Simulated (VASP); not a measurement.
# Sn in VASP: notebook, part 4 of 4

VASP 6.6.1. The steps go on from the part before.

### 6 Single point, PBE (bulk in the cell of the (1 0 1) plane)

The input, INCAR:

```
PREC = Accurate ; ENCUT = 520
EDIFF = 1E-6 ; ISMEAR = 0
SIGMA = 0.1 ; LREAL = F
LASPH = T ; NELM = 100
ALGO = Fast ; ISIF = 2
LWAVE = F ; LCHARG = F
GGA = PE ; NBANDS = 21
ISYM = 0
```

The input, KPOINTS:

```
Automatic mesh
0
Gamma
  8 8 12
```

The input, POSCAR:

```
Sn
1.0
    4.5009974396      0.0000000000      0.0000000000
    0.5736658208      4.4642900306      0.0000000000
   -1.1473316416     -1.0093322348      2.8272163176
Sn
2
Direct
    0.0000000000      0.0000000000      0.0000000000
    0.5000000000      0.5000000000      0.2500000000
```

Potentials or basis: VASP PAW PBE potentials, release 64 (Sn_d).

Launch:

```console
cat potpaw_PBE.64/Sn_d/POTCAR > POTCAR
mpirun -np 1 vasp_std > vasp.out
```

OUTCAR:

```text
PREC = Accurate
   ENCUT = 520
   EDIFF = 1E-6
   ISMEAR = 0
   LREAL = F
   LASPH = T
   NELM = 100
   ISIF = 2
   GGA = PE
   ISYM = 0

 ion  position               nearest neighbor table
   1  0.000  0.000  0.000-   2 3.08   2 3.08   2 3.08   2 3.08
   2  0.500  0.500  0.250-   1 3.08   1 3.08   1 3.08   1 3.08

IMPORTANT INFORMATION: All symmetrisations will be switched off!
NOSYMM: (Re-)initialisation of all symmetry stuff for point group C_1.

----------------------------------------------------------------------------------------

                                     Primitive cell

  volume of cell :      56.8094

  direct lattice vectors                    reciprocal lattice vectors
     4.500997440  0.000000000  0.000000000     0.222172977 -0.028549454  0.079969191
     0.573665821  4.464290031  0.000000000     0.000000000  0.223999783  0.079969191
    -1.147331642 -1.009332235  2.827216318     0.000000000  0.000000000  0.353704806

  length of vectors
     4.500997440  4.500997440  3.213763147     0.237846536  0.237846536  0.353704806

  position of ions in fractional coordinates (direct lattice)
     0.000000000  0.000000000  0.000000000
     0.500000000  0.500000000  0.250000000

  ion indices of the primitive-cell ions
   primitive index   ion index
                 1           1
                 2           2

----------------------------------------------------------------------------------------

 KPOINTS: Automatic mesh

Automatic generation of k-mesh.
 Grid dimensions read from file:
 generate k-points for:    8    8   12

 Generating k-lattice:

  Cartesian coordinates                     Fractional coordinates (reciprocal lattice)
     0.027771622 -0.003568682  0.009996149     0.125000000  0.000000000  0.000000000
     0.000000000  0.027999973  0.009996149     0.000000000  0.125000000 -0.000000000
[... 97 lines left out ...]
   IALGO  =     68    algorithm
   IMIX   =      4    mixing-type and parameters
     AMIX     =   0.40;   BMIX     =  1.00
     AMIX_MAG =   1.60;   BMIX_MAG =  1.00
  volume/ion in A,a.u.               =      28.40       191.68
  Fermi-wavevector in a.u.,A,eV,Ry     =   1.293165  2.443728 22.752710  1.672277
  Thomas-Fermi vector in A             =   2.424828
   LORBIT       =      0    0 simple, 1 ext, 2 COOP (PROOUT), +10 PAW based schemes
   GGA     = PE    functional components
   LHFCALC =     F    Hartree Fock is set to
   AEXX    =    0.0000 exact exchange contribution
   IVDW    =     0    specifies the selected vdW correction
   LEPSILON=     F    determine dielectric tensor
   LRPA    =     F    only Hartree local field effects (RPA)
 non-spin polarized calculation
 RMM-DIIS sequential band-by-band and
 Gauss-broadening in eV      SIGMA  =   0.10
  energy-cutoff  :      520.00
  volume of cell :       56.81
 maximum number of plane-waves:      1548
 NGX is ok and might be reduce to    36
   NGX = 17   NGY = 17   NGZ = 11

 number of electron      27.9999997 magnetization

 Free energy of the ion-electron system (eV)
  ---------------------------------------------------
  ext. energy  EPLUGINS =         0.00000000
  ---------------------------------------------------
  free energy    TOTEN  =        -7.60906872 eV

  energy without entropy =       -7.60291661  energy(sigma->0) =       -7.60599267

 E-fermi :   7.4170     XC(G=0): -10.0917

 val. band max:        7.4010746909   @ k =  -0.1250   0.0000   0.3333
 cond. band min:       7.4201340441   @ k =  -0.1250  -0.1250   0.3333
 fundamental gap:      0.0190593532
 Fermi energy:         7.4170025399

 k-point     1 :       0.0000    0.0000    0.0000
  band No.  band energies     occupation
      1     -14.1696      2.00000
      2     -14.1067      2.00000
      3     -14.0583      2.00000
      4     -14.0575      2.00000
      5     -13.9218      2.00000
      6     -13.9201      2.00000
[... 565 lines left out ...]
     20      18.3129      0.00000
     21      18.3378      0.00000

 [... further k-points ...]

------------------------ aborting loop because EDIFF is reached ----------------------------------------

  FORCE on cell =-STRESS in cart. coord.  units (eV):
  Direction    XX          YY          ZZ          XY          YZ          ZX
  --------------------------------------------------------------------------------------
  -------------------------------------------------------------------------------------
  Total       -0.0525387     -0.0890658      0.0918117      0.1420736      0.0276216      0.0313995
  in kB       -1.4817331     -2.5118939      2.5893371      4.0068550      0.7790038      0.8855498
  external PRESSURE =      -0.4680966 kB  Pullay stress =       0.0000000 kB

 VOLUME and BASIS-vectors are now :
 -----------------------------------------------------------------------------
  energy-cutoff  :      520.00
  volume of cell :       56.81
      direct lattice vectors                 reciprocal lattice vectors
     4.500997440  0.000000000  0.000000000     0.222172977 -0.028549454  0.079969191
     0.573665821  4.464290031  0.000000000     0.000000000  0.223999783  0.079969191
    -1.147331642 -1.009332235  2.827216318     0.000000000  0.000000000  0.353704806

 POSITION                                       TOTAL-FORCE (eV/Angst)
 -----------------------------------------------------------------------------------
      0.00000      0.00000      0.00000         0.000803      0.000709      0.001226
      2.25050      1.97981      0.70680        -0.000803     -0.000709     -0.001226
 -----------------------------------------------------------------------------------
    total drift:                                0.000010      0.000002      0.000009

  FREE ENERGIE OF THE ION-ELECTRON SYSTEM (eV)
  ---------------------------------------------------
  free  energy   TOTEN  =        -7.6090687214 eV

  energy  without entropy=       -7.6029166099  energy(sigma->0) =       -7.60599267
```

stdout:

```text
POSCAR found type information on POSCAR Sn
 POSCAR found :  1 types and       2 ions
 scaLAPACK will be used
 LDA part: xc-table for (Slater+PW92), standard interpolation
 -----------------------------------------------------------------------------
|                                                                             |
|           W    W    AA    RRRRR   N    N  II  N    N   GGGG   !!!           |
|           W    W   A  A   R    R  NN   N  II  NN   N  G    G  !!!           |
[... 14 lines left out ...]

 POSCAR, INCAR and KPOINTS ok, starting setup
 FFT: planning ... GRIDC
 FFT: planning ... GRID_SOFT
 FFT: planning ... GRID
 WAVECAR not read
 entering main loop
WARNING in EDDRMM: call to ZHEGV failed, returncode =   8  4     21
WARNING in EDDRMM: call to ZHEGV failed, returncode =   6  3     19
```

Run time: 3.8 min. Hardware: 1 thread of Intel Xeon Platinum 8259CL at 2.50GHz (Skylake/Cascade Lake), shared host; peak memory 0.45 GiB.

Results:

| Property | Result |
| --- | --- |
| Free energy | -7.6091 eV |
| Pressure | 0.0 GPa |
| Band gap on the k mesh | none (metal or under the smearing width) |

### 7 Summary

| cell | k mesh | dipole correction | gap on the mesh (eV) | pressure (GPa) | largest force (eV/Å) |
| --- | --- | --- | --- | --- | --- |
| (1 0 0) slab, atoms relaxed | 11 × 6 × 1 | yes | none | - | 0.01 |
| bulk in the cell of the (1 0 0) plane | 11 × 6 × 12 | no | none | 0.0 | 0.01 |
| (1 0 1) slab, atoms relaxed | 8 × 8 × 1 | yes | none | - | 0.02 |
| (1 0 1) slab cut from the bulk | 8 × 8 × 1 | yes | none | - | 0.57 |
| bulk in the cell of the (1 0 1) plane | 8 × 8 × 12 | no | none | 0.0 | - |

Alike in all rows: task single point; level PBE; potentials or basis VASP PAW PBE potentials, release 64 (Sn_d); no spin polarisation; cutoff (eV) 520; smearing gaussian 0.1 eV.

Total energies depend on the potentials used, so only differences within one code and one set of settings carry meaning.
